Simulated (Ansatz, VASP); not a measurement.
WC: VASP beside Ansatz

```
CELL_PARAMETERS angstrom
5.72186 0.00000 0.00000
0.00000 5.61324 0.00000
0.00000 0.00000 17.12940
ATOMIC_POSITIONS crystal
W 0.00000 0.00000 0.05838
W 0.25000 0.00000 0.20685
W 0.00000 0.50000 0.05838
W 0.25000 0.50000 0.20685
W 0.50000 0.00000 0.05838
W 0.75000 0.00000 0.20685
W 0.50000 0.50000 0.05838
W 0.75000 0.50000 0.20685
C 0.50000 0.25000 0.14862
C 0.25000 0.25000 0.28558
C 0.50000 0.75000 0.14862
C 0.25000 0.75000 0.28558
C 0.00000 0.25000 0.14862
C 0.75000 0.25000 0.28558
C 0.00000 0.75000 0.14862
C 0.75000 0.75000 0.28558
```

Alike in both runs: functional LDA; k mesh 3 × 3 × 1; occupations fermi-dirac, width 0.05 eV; no spin polarisation.

Ansatz relaxed the structure, and its values are those at the end. VASP's run is a single point on that final structure, the one shown.

|  | VASP | Ansatz |
| --- | --- | --- |
| version | VASP 6.6.1 | Ansatz 0.2.0 |
| potentials or method | VASP PAW LDA potentials, release 64 (W_sv, C) | scalar-relativistic, plane waves, PAW |
| plane-wave cutoff (eV) | 520 | 420 |
| valence electrons in the cell | 144 | 144 |

Ansatz gave:

```
rms of the force components (eV/Å) : 0.000
```

Question: Which values does VASP return?

Answer: rms of the force components (eV/Å): 0.062.

Ansatz warned: «pseudo_functional_mismatch».

Caveats: the k mesh is coarse (spacing up to 0.37 Å⁻¹), so the values aren't converged. Spin-orbit coupling is left out, which matters for the levels of W.
